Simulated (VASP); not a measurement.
ZnS (Wurtzite-2H):

```
CELL_PARAMETERS angstrom
3.81100 0.00000 0.00000
-1.90550 3.30042 0.00000
0.00000 0.00000 6.23400
ATOMIC_POSITIONS crystal
Zn 0.66667 0.33333 0.50000
Zn 0.33333 0.66667 0.00000
S 0.66667 0.33333 0.88500
S 0.33333 0.66667 0.38500
```

- Program: VASP 6.6.1
- Task: relaxation of cell and atoms
- Functional: vdW-DF2
- Potentials or basis: VASP PAW PBE potentials, release 64 (Zn, S)
- Cutoff: 600 eV
- k mesh: 8 × 8 × 5
- Occupations: fermi-dirac, width 0.05 eV
- Spin: no spin polarisation

At the start: pressure 7.5 GPa; volume 19.60 Å³/atom.

Problem. Where does the relaxation end?

Solution. Over 9 steps the energy falls by 49.1 meV/atom and the volume is 21.63 Å³/atom (+10.3 %); space group P6_3mc (No. 186, to 0.05 Å).

The path:
```tsv
step	energy change (eV)	largest force (eV/Å)	pressure (GPa)	volume (Å³)
1	0.0000	0.3590	7.50	78.41
2	-0.1764	0.0776	-1.57	89.29
3	-0.1895	0.1216	-0.04	86.77
4	-0.1895	0.1180	-0.15	86.94
5	-0.1926	0.0873	-0.17	86.89
6	-0.1964	0.0069	-0.11	86.77
7	-0.1964	0.0063	-0.08	86.75
8	-0.1964	0.0035	-0.10	86.75
9	-0.1965	0.0033	0.02	86.50
```

Final structure:
```xyz
4
Lattice="3.9310 0.0000 0.0000 -1.9655 3.4043 0.0000 0.0000 0.0000 6.4639" Properties=species:S:1:pos:R:3 pbc="T T T"
Zn    1.9655    1.1348    3.2675
Zn    0.0000    2.2696    0.0356
S     1.9655    1.1348    5.6849
S     0.0000    2.2696    2.4530
```

Caveat: the PAW data sets were made with another functional, which shifts forces and pressure a little; the volume moved by +10 % from the deposited cell, more than functionals usually miss.
